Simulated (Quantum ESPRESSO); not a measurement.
# KTaO3 (Pm-3m) in Quantum ESPRESSO: a series of runs, part 2 of 4

Quantum ESPRESSO 7.5. Earlier steps stand in the parts before.

### Step 3. Wannier functions, PBEsol

Contents of pw.in:

```
&CONTROL
  calculation = 'scf'
  prefix = 'pwscf'
  outdir = './tmp'
  pseudo_dir = './pseudo'
  tprnfor = .true.
  tstress = .true.
  disk_io = 'low'
/
&SYSTEM
  ibrav = 0
  A = 3.9883
  nat = 5
  ntyp = 3
  ecutwfc = 56
  ecutrho = 448
  nbnd = 28
  occupations = 'smearing'
  smearing = 'fd'
  degauss = 0.00367493
/
&ELECTRONS
  conv_thr = 1d-09
  electron_maxstep = 120
  mixing_beta = 0.5
/
ATOMIC_SPECIES
Ta   180.9479 ta_pbesol_v1.uspp.F.UPF
K     39.0983 k_pbesol_v1.4.uspp.F.UPF
O     15.9990 o_pbesol_v1.2.uspp.F.UPF
CELL_PARAMETERS alat
   1.0000000000    0.0000000000    0.0000000000
   0.0000000000    1.0000000000    0.0000000000
   0.0000000000    0.0000000000    1.0000000000
ATOMIC_POSITIONS alat
Ta     0.0000000000    0.0000000000    0.0000000000
K      0.5000000000    0.5000000000    0.5000000000
O      0.0000000000    0.0000000000    0.5000000000
O      0.0000000000    0.5000000000    0.0000000000
O      0.5000000000    0.0000000000    0.0000000000
K_POINTS automatic
4 4 4 0 0 0
```

nscf.in is that of step 2.

Contents of pw2wan.in:

```
&INPUTPP
  prefix = 'pwscf'
  outdir = './tmp'
  seedname = 'w'
  write_mmn = .true.
  write_amn = .true.
/
```

bands.in is that of step 2.

Changes to w.win since step 2:

```diff
@@ -3,3 +3,3 @@
 guiding_centres = true
-dis_froz_max = 12.8
+dis_froz_max = 11.8
 dis_num_iter = 600
@@ -7,3 +7,3 @@
 dis_conv_tol = 1.0d-9
-num_iter = 1200
+num_iter = 0
 conv_tol = 1.0d-8
```

Potentials or basis: GBRV 1.5 PBEsol.

Command:

```sh
$ OMP_NUM_THREADS=1 pw.x -in pw.in > pw.out
$ OMP_NUM_THREADS=1 pw.x -in nscf.in > nscf.out
$ wannier90.x -pp w
$ OMP_NUM_THREADS=1 pw2wannier90.x -in pw2wan.in > pw2wan.out
$ wannier90.x w
$ OMP_NUM_THREADS=1 pw.x -in bands.in > bands.out
```

pw.out:

```text
This program is part of the open-source Quantum ESPRESSO suite
     for quantum simulation of materials; please cite
         "P. Giannozzi et al., J. Phys.:Condens. Matter 21 395502 (2009);
         "P. Giannozzi et al., J. Phys.:Condens. Matter 29 465901 (2017);
         "P. Giannozzi et al., J. Chem. Phys. 152 154105 (2020);
     in publications or presentations arising from this work. More details at

     Message from routine setup:
     using ibrav=0 with symmetry is DISCOURAGED, use correct ibrav instead

     G-vector sticks info
     --------------------
     sticks:   dense  smooth     PW     G-vecs:    dense   smooth      PW
     Sum        2025    1005    293                68507    24207    3911

     Using Slab Decomposition

     bravais-lattice index     =            0
     lattice parameter (alat)  =       7.5368  a.u.
     unit-cell volume          =     428.1146 (a.u.)^3
     number of atoms/cell      =            5
     number of atomic types    =            3
     number of electrons       =        40.00
     number of Kohn-Sham states=           28
     kinetic-energy cutoff     =      56.0000  Ry
     charge density cutoff     =     448.0000  Ry
     scf convergence threshold =      1.0E-09
     mixing beta               =       0.5000
     number of iterations used =            8  plain     mixing
     Exchange-correlation= SLA  PW   PSX  PSC
                           (   1   4  10   8   0   0   0)

[... 245 lines left out ...]
     7.0237   7.2323   7.2323   8.6443  13.7280  13.7280  15.0151  16.3589
    18.7125  19.0472  20.4466  20.4466
[... 10 lines left out ...]
   -58.8174 -25.4219 -25.3770 -25.3765 -18.3887  -7.9436  -7.5800  -7.1357
    -2.1761  -2.0907  -2.0061   3.2049   4.7290   4.8564   4.8621   5.1520
     5.6680   7.8659   8.0026   8.2370  13.2445  14.1873  14.2969  18.2346
    18.3278  18.3706  19.0071  19.1814

          k = 0.2500-0.5000-0.5000 (  3060 PWs)   bands (ev):

   -58.8173 -25.4195 -25.4195 -25.3748 -18.3809  -7.7268  -7.1306  -7.1306
    -2.1934  -2.1934  -2.1487   3.1455   3.2707   4.4120   4.9418   5.1291
     5.1291   8.1198   8.1198   8.6643  14.2860  14.2860  15.0875  17.6900
    18.5789  18.5789  19.4343  19.5867

          k =-0.5000-0.5000-0.5000 (  3016 PWs)   bands (ev):

   -58.8172 -25.4174 -25.4174 -25.4174 -18.3727  -7.0844  -7.0844  -7.0844
    -2.3341  -2.3341  -2.3341   3.1039   3.2783   3.2783   4.7440   4.7440
     4.7440   8.6847   8.6847   8.6847  15.1551  15.1551  15.1551  17.4831
    17.4831  17.4831  19.3219  21.4237

     the Fermi energy is     9.7454 ev

!    total energy              =    -295.92399767 Ry
     estimated scf accuracy    <          8.7E-10 Ry
     smearing contrib. (-TS)   =      -0.00000000 Ry
     internal energy E=F+TS    =    -295.92399767 Ry

     The total energy is F=E-TS. E is the sum of the following terms:
     one-electron contribution =     -72.52114799 Ry
     hartree contribution      =      56.67170195 Ry
     xc contribution           =     -72.71007880 Ry
     ewald contribution        =    -207.36447283 Ry

     convergence has been achieved in  12 iterations

     negative rho (up, down):  9.821E-02 0.000E+00

     Forces acting on atoms (cartesian axes, Ry/au):

     atom    1 type  1   force =     0.00000000    0.00000000    0.00000000
     atom    2 type  2   force =     0.00000000    0.00000000    0.00000000
     atom    3 type  3   force =     0.00000000    0.00000000    0.00000000
     atom    4 type  3   force =     0.00000000    0.00000000    0.00000000
     atom    5 type  3   force =     0.00000000    0.00000000    0.00000000

     Total force =     0.000000     Total SCF correction =     0.000000

     Computing stress (Cartesian axis) and pressure

     negative rho (up, down):  9.821E-02 0.000E+00
          total   stress  (Ry/bohr**3)                   (kbar)     P=       -0.70
  -0.00000477   0.00000000   0.00000000           -0.70        0.00        0.00
   0.00000000  -0.00000477   0.00000000            0.00       -0.70        0.00
   0.00000000   0.00000000  -0.00000477            0.00        0.00       -0.70

=------------------------------------------------------------------------------=
   JOB DONE.
=------------------------------------------------------------------------------=
```

nscf.out:

```text
This program is part of the open-source Quantum ESPRESSO suite
     for quantum simulation of materials; please cite
         "P. Giannozzi et al., J. Phys.:Condens. Matter 21 395502 (2009);
         "P. Giannozzi et al., J. Phys.:Condens. Matter 29 465901 (2017);
         "P. Giannozzi et al., J. Chem. Phys. 152 154105 (2020);
     in publications or presentations arising from this work. More details at

[... 749 lines left out ...]
    23.8736  23.8736  24.8993  26.5517  26.6245  26.6245  29.5475  29.9342
    29.9342  32.2021  32.2021

     the Fermi energy is     9.7748 ev
     (compare with:     9.7454 eV, computed in scf)

=------------------------------------------------------------------------------=
   JOB DONE.
=------------------------------------------------------------------------------=
```

w-pp.out:

```text
----------------------------------------------------+
 |                           b_k Directions (Ang^-1)                          |
 |                           -----------------------                          |
 |            No.           x           y           z                         |
 |            ---        --------------------------------                     |
 |             1         0.000000    0.000000    0.393851                     |
 |             2         0.000000    0.393851    0.000000                     |
 |             3         0.393851    0.000000    0.000000                     |
 +----------------------------------------------------------------------------+

 Time to get kmesh              0.020 (sec)
 *============================================================================*
 |                              MEMORY ESTIMATE                               |
 *============================================================================*
 |                        Disentanglement           14.67 Mb                  |
 |                            Wannierise:           11.16 Mb                  |
 |                          plot_wannier:           11.16 Mb                  |
 *----------------------------------------------------------------------------*

 Starting a new Wannier90 calculation ...

 Time to write kmesh            0.028 (sec)

 Exiting... w.nnkp written.
```

Run time: 10 min. Hardware: 1 thread of Arm Neoverse V1, shared host; peak memory 0.49 GiB.

What came out:

- Free energy: -4026.2511 eV
- Pressure: -0.1 GPa
- Band gap on the k mesh: 2.11 eV, indirect (least direct gap 2.74 eV)
- Band gap along the path: 2.11 eV, indirect (least direct gap 2.75 eV)
- Total Wannier spread: 89.56 Å² over 25 functions
- RMS miss of the Wannier bands: 0.007 eV

Levels at the corners of the path, in eV from the valence-band top:
| point | band 18 | band 19 | band 20 | band 21 | band 22 | band 23 |
| --- | --- | --- | --- | --- | --- | --- |
| Γ | -0.63 | -0.63 | -0.63 | 2.11 | 2.11 | 2.11 |
| X | -1.55 | -0.86 | -0.86 | 2.28 | 5.00 | 5.00 |
| M | -1.45 | -1.45 | -0.04 | 5.04 | 5.04 | 6.33 |
| Γ | -0.63 | -0.63 | -0.63 | 2.11 | 2.11 | 2.11 |
| R | 0.00 | 0.00 | 0.00 | 6.47 | 6.47 | 6.47 |
| X | -1.55 | -0.86 | -0.86 | 2.28 | 5.00 | 5.00 |
| M | -1.45 | -1.45 | -0.04 | 5.04 | 5.04 | 6.33 |
| R | 0.00 | 0.00 | 0.00 | 6.47 | 6.47 | 6.47 |

Wannier functions:
| function | nearest atom | distance (Å) | spread (Å²) | on-site energy from the reference level (eV) |
| --- | --- | --- | --- | --- |
| 1 | 1 Ta | 0.01 | 4.19 | 9.99 |
| 2 | 1 Ta | 0.03 | 4.68 | 11.92 |
| 3 | 1 Ta | 0.04 | 5.84 | 12.09 |
| 4 | 1 Ta | 0.04 | 5.82 | 12.08 |
| 5 | 1 Ta | 0.00 | 0.93 | 4.05 |
| 6 | 1 Ta | 0.00 | 1.56 | 2.18 |
| 7 | 1 Ta | 0.00 | 1.56 | 2.18 |
| 8 | 1 Ta | 0.00 | 0.93 | 4.05 |
| 9 | 1 Ta | 0.00 | 1.56 | 2.18 |
| 10 | 4 O | 1.54 | 53.30 | 10.55 |
| 11 | 2 K | 0.00 | 0.68 | -11.67 |
| 12 | 2 K | 0.00 | 0.68 | -11.67 |
| 13 | 2 K | 0.00 | 0.68 | -11.67 |
| 14 | 3 O | 0.00 | 0.60 | -16.24 |
| 15 | 3 O | 0.00 | 0.55 | -2.27 |
| 16 | 3 O | 0.00 | 0.61 | -2.14 |
| 17 | 3 O | 0.00 | 0.61 | -2.14 |
| 18 | 4 O | 0.00 | 0.62 | -16.22 |
| 19 | 4 O | 0.00 | 0.62 | -2.15 |
| 20 | 4 O | 0.00 | 0.61 | -2.14 |
| 21 | 4 O | 0.00 | 0.55 | -2.27 |
| 22 | 5 O | 0.00 | 0.62 | -16.22 |
| 23 | 5 O | 0.00 | 0.62 | -2.15 |
| 24 | 5 O | 0.00 | 0.55 | -2.27 |
| 25 | 5 O | 0.00 | 0.61 | -2.14 |

Parts of the spread (Å²): invariant 18.27, diagonal 45.339, off-diagonal 25.95, total 89.56. Against the direct bands the interpolation misses by 7 meV (root mean square) and 55 meV at most, for states up to 1 eV over the reference level.

Caveat: spin-orbit coupling is left out, which moves the levels of the heavy elements.

### Step 4. Wannier functions, PBEsol

pw.in is that of step 3.

nscf.in is that of step 3.

pw2wan.in, as its differences from that of step 3:

```diff
@@ -6,2 +6,6 @@
   write_amn = .true.
+  scdm_proj = .true.
+  scdm_entanglement = 'erfc'
+  scdm_mu = 13.8
+  scdm_sigma = 1
 /
```

bands.in is that of step 3.

Changes to w.win since step 3:

```diff
@@ -2,8 +2,5 @@
 num_bands = 38
-guiding_centres = true
-dis_froz_max = 11.8
-dis_num_iter = 600
-dis_mix_ratio = 0.5
-dis_conv_tol = 1.0d-9
-num_iter = 0
+auto_projections = true
+dis_num_iter = 0
+num_iter = 1200
 conv_tol = 1.0d-8
@@ -16,7 +13,2 @@
 exclude_bands = 1-5
-begin projections
-Ta: s;p;d
-K: s;p
-O: s;p
-end projections
 begin unit_cell_cart
```

Potentials or basis: GBRV 1.5 PBEsol.

Command:

```sh
$ OMP_NUM_THREADS=1 pw.x -in pw.in > pw.out
$ OMP_NUM_THREADS=1 pw.x -in nscf.in > nscf.out
$ wannier90.x -pp w
$ OMP_NUM_THREADS=1 pw2wannier90.x -in pw2wan.in > pw2wan.out
$ wannier90.x w
$ OMP_NUM_THREADS=1 pw.x -in bands.in > bands.out
```

pw.out:

```text
This program is part of the open-source Quantum ESPRESSO suite
     for quantum simulation of materials; please cite
[... 9 lines left out ...]
     --------------------
     sticks:   dense  smooth     PW     G-vecs:    dense   smooth      PW
     Sum        2025    1005    293                68507    24207    3911

     Using Slab Decomposition

     bravais-lattice index     =            0
     lattice parameter (alat)  =       7.5368  a.u.
     unit-cell volume          =     428.1146 (a.u.)^3
     number of atoms/cell      =            5
     number of atomic types    =            3
     number of electrons       =        40.00
     number of Kohn-Sham states=           28
     kinetic-energy cutoff     =      56.0000  Ry
     charge density cutoff     =     448.0000  Ry
     scf convergence threshold =      1.0E-09
     mixing beta               =       0.5000
     number of iterations used =            8  plain     mixing
     Exchange-correlation= SLA  PW   PSX  PSC
                           (   1   4  10   8   0   0   0)

     celldm(1)=   7.536795  celldm(2)=   0.000000  celldm(3)=   0.000000
     celldm(4)=   0.000000  celldm(5)=   0.000000  celldm(6)=   0.000000

     crystal axes: (cart. coord. in units of alat)
               a(1) = (   1.000000   0.000000   0.000000 )
               a(2) = (   0.000000   1.000000   0.000000 )
               a(3) = (   0.000000   0.000000   1.000000 )

     reciprocal axes: (cart. coord. in units 2 pi/alat)
               b(1) = (  1.000000  0.000000  0.000000 )
               b(2) = (  0.000000  1.000000  0.000000 )
               b(3) = (  0.000000  0.000000  1.000000 )

     PseudoPot. # 1 for Ta read from file:
     ta_pbesol_v1.uspp.F.UPF
     Pseudo is Ultrasoft + core correction, Zval = 13.0
     Generated by new atomic code, or converted to UPF format
     Using radial grid of  921 points,  7 beta functions with:
                l(1) =   0
                l(2) =   0
                l(3) =   1
                l(4) =   1
                l(5) =   2
                l(6) =   2
                l(7) =   3
     Q(r) pseudized with  6 coefficients,  rinner =    1.300   1.300   1.300
                                                       1.300   1.300   1.300
                                                       1.300

     PseudoPot. # 2 for K  read from file:
     k_pbesol_v1.4.uspp.F.UPF
     Pseudo is Ultrasoft + core correction, Zval =  9.0
     Generated by new atomic code, or converted to UPF format
     Using radial grid of  841 points,  6 beta functions with:
[... 92 lines left out ...]
     Davidson diagonalization with overlap
     c_bands:  1 eigenvalues not converged
     ethr =  8.59E-05,  avg # of iterations =  8.7

     negative rho (up, down):  9.789E-02 0.000E+00

     total energy              =    -295.92241280 Ry
     estimated scf accuracy    <       0.00633566 Ry
[... 64 lines left out ...]
     iteration # 12     ecut=    56.00 Ry     beta= 0.50
     Davidson diagonalization with overlap
     ethr =  6.79E-11,  avg # of iterations =  2.0

     negative rho (up, down):  9.821E-02 0.000E+00

     End of self-consistent calculation

          k = 0.0000 0.0000 0.0000 (  2969 PWs)   bands (ev):

   -58.8177 -25.3390 -25.3390 -25.3390 -18.4334  -8.7539  -8.0333  -8.0333
    -2.0584  -2.0584  -2.0584   6.2426   6.2426   6.2426   7.6063   7.6063
     7.6063   8.0532   8.0532   8.0532  10.7982  10.7982  10.7982  15.1515
    15.4784  15.4784  16.6151  16.6151
[... 24 lines left out ...]
   -58.8175 -25.4242 -25.3788 -25.3333 -18.3966  -8.3977  -7.7001  -7.1416
    -2.0378  -1.9832  -1.9827   3.2030   4.7199   4.8305   5.9527   6.1110
     7.0336   7.2497   7.2711   8.1391  12.4149  13.7080  14.1930  16.2328
    18.3614  18.4806  18.7171  19.5981

          k = 0.0000-0.5000-0.5000 (  3048 PWs)   bands (ev):

   -58.8174 -25.4217 -25.4217 -25.3315 -18.3891  -8.2727  -7.1749  -7.1749
    -2.0529  -2.0529  -1.9468   3.1262   3.2632   4.0690   5.8074   5.8074
     7.0237   7.2323   7.2323   8.6443  13.7280  13.7280  15.0151  16.3589
    18.7125  19.0472  20.4466  20.4466
[... 10 lines left out ...]
   -58.8174 -25.4219 -25.3770 -25.3765 -18.3887  -7.9436  -7.5800  -7.1357
    -2.1761  -2.0907  -2.0061   3.2049   4.7290   4.8564   4.8621   5.1520
     5.6680   7.8659   8.0026   8.2370  13.2445  14.1873  14.2969  18.2346
    18.3278  18.3706  19.0071  19.1814

          k = 0.2500-0.5000-0.5000 (  3060 PWs)   bands (ev):

   -58.8173 -25.4195 -25.4195 -25.3748 -18.3809  -7.7268  -7.1306  -7.1306
    -2.1934  -2.1934  -2.1487   3.1455   3.2707   4.4120   4.9418   5.1291
     5.1291   8.1198   8.1198   8.6643  14.2860  14.2860  15.0875  17.6900
    18.5789  18.5789  19.4343  19.5867

          k =-0.5000-0.5000-0.5000 (  3016 PWs)   bands (ev):

   -58.8172 -25.4174 -25.4174 -25.4174 -18.3727  -7.0844  -7.0844  -7.0844
    -2.3341  -2.3341  -2.3341   3.1039   3.2783   3.2783   4.7440   4.7440
     4.7440   8.6847   8.6847   8.6847  15.1551  15.1551  15.1551  17.4831
    17.4831  17.4831  19.3219  21.4237

     the Fermi energy is     9.7454 ev

!    total energy              =    -295.92399767 Ry
     estimated scf accuracy    <          8.7E-10 Ry
     smearing contrib. (-TS)   =      -0.00000000 Ry
     internal energy E=F+TS    =    -295.92399767 Ry

     The total energy is F=E-TS. E is the sum of the following terms:
     one-electron contribution =     -72.52114799 Ry
     hartree contribution      =      56.67170195 Ry
     xc contribution           =     -72.71007880 Ry
     ewald contribution        =    -207.36447283 Ry

     convergence has been achieved in  12 iterations

     negative rho (up, down):  9.821E-02 0.000E+00

     Forces acting on atoms (cartesian axes, Ry/au):

     atom    1 type  1   force =     0.00000000    0.00000000    0.00000000
     atom    2 type  2   force =     0.00000000    0.00000000    0.00000000
     atom    3 type  3   force =     0.00000000    0.00000000    0.00000000
     atom    4 type  3   force =     0.00000000    0.00000000    0.00000000
     atom    5 type  3   force =     0.00000000    0.00000000    0.00000000

     Total force =     0.000000     Total SCF correction =     0.000000

     Computing stress (Cartesian axis) and pressure

     negative rho (up, down):  9.821E-02 0.000E+00
          total   stress  (Ry/bohr**3)                   (kbar)     P=       -0.70
  -0.00000477   0.00000000   0.00000000           -0.70        0.00        0.00
   0.00000000  -0.00000477   0.00000000            0.00       -0.70        0.00
   0.00000000   0.00000000  -0.00000477            0.00        0.00       -0.70

=------------------------------------------------------------------------------=
   JOB DONE.
=------------------------------------------------------------------------------=
```

Run time: 8.9 min. Hardware: 1 thread of Arm Neoverse V1, shared host; peak memory 0.49 GiB.

What came out:

* Free energy: -4026.2511 eV
* Pressure: -0.1 GPa
* Band gap on the k mesh: 2.11 eV, indirect (least direct gap 2.74 eV)
* Band gap along the path: 2.11 eV, indirect (least direct gap 2.75 eV)
* Total Wannier spread: 52.72 Å² over 25 functions
* RMS miss of the Wannier bands: 0.049 eV

Levels at the corners of the path, in eV from the valence-band top:
| point | band 16 | band 17 | band 18 | band 19 | band 20 | band 21 | band 22 | band 23 | band 24 | band 25 |
| --- | --- | --- | --- | --- | --- | --- | --- | --- | --- | --- |
| Γ | -1.08 | -1.08 | -0.63 | -0.63 | -0.63 | 2.11 | 2.11 | 2.11 | 6.47 | 6.79 |
| X | -2.35 | -2.18 | -1.55 | -0.86 | -0.86 | 2.28 | 5.00 | 5.00 | 6.84 | 8.43 |
| M | -2.88 | -1.66 | -1.45 | -1.45 | -0.04 | 5.04 | 5.04 | 6.33 | 7.67 | 10.03 |
| Γ | -1.08 | -1.08 | -0.63 | -0.63 | -0.63 | 2.11 | 2.11 | 2.11 | 6.47 | 6.79 |
| R | -3.94 | -3.94 | 0.00 | 0.00 | 0.00 | 6.47 | 6.47 | 6.47 | 8.80 | 8.80 |
| X | -2.35 | -2.18 | -1.55 | -0.86 | -0.86 | 2.28 | 5.00 | 5.00 | 6.84 | 8.43 |
| M | -2.88 | -1.66 | -1.45 | -1.45 | -0.04 | 5.04 | 5.04 | 6.33 | 7.67 | 10.03 |
| R | -3.94 | -3.94 | 0.00 | 0.00 | 0.00 | 6.47 | 6.47 | 6.47 | 8.80 | 8.80 |

Wannier functions:
| function | nearest atom | distance (Å) | spread (Å²) | on-site energy from the reference level (eV) |
| --- | --- | --- | --- | --- |
| 1 | 4 O | 0.37 | 0.82 | -7.67 |
| 2 | 5 O | 0.37 | 0.83 | -7.63 |
| 3 | 3 O | 0.39 | 0.83 | -7.67 |
| 4 | 5 O | 0.34 | 0.67 | -7.14 |
| 5 | 3 O | 0.34 | 0.66 | -7.25 |
| 6 | 4 O | 0.35 | 0.65 | -7.33 |
| 7 | 5 O | 0.30 | 0.62 | -5.81 |
| 8 | 4 O | 0.29 | 0.63 | -5.87 |
| 9 | 3 O | 0.29 | 0.61 | -5.92 |
| 10 | 4 O | 0.26 | 0.66 | -4.08 |
| 11 | 5 O | 0.25 | 0.63 | -4.08 |
| 12 | 3 O | 0.23 | 0.64 | -4.03 |
| 13 | 2 K | 0.20 | 1.42 | -8.80 |
| 14 | 2 K | 0.09 | 0.99 | -10.62 |
| 15 | 2 K | 0.23 | 1.61 | -7.06 |
| 16 | 1 Ta | 0.01 | 1.35 | 2.13 |
| 17 | 1 Ta | 0.00 | 1.34 | 2.10 |
| 18 | 1 Ta | 0.00 | 1.35 | 2.13 |
| 19 | 2 K | 0.73 | 6.54 | 7.26 |
| 20 | 1 Ta | 0.13 | 4.16 | 6.10 |
| 21 | 1 Ta | 0.14 | 4.88 | 6.55 |
| 22 | 2 K | 0.55 | 3.63 | 3.71 |
| 23 | 2 K | 0.74 | 4.98 | 7.27 |
| 24 | 2 K | 0.26 | 6.00 | 7.84 |
| 25 | 2 K | 0.17 | 6.22 | 8.28 |

Parts of the spread (Å²): invariant 33.02, diagonal 1.458, off-diagonal 18.25, total 52.72. Against the direct bands the interpolation misses by 49 meV (root mean square) and 487 meV at most, for states up to 1 eV over the reference level.

Caveat: spin-orbit coupling is left out, which moves the levels of the heavy elements. As with any semilocal functional, this PBEsol gap is likely too small.

(Part 2 of 4 ends here.)
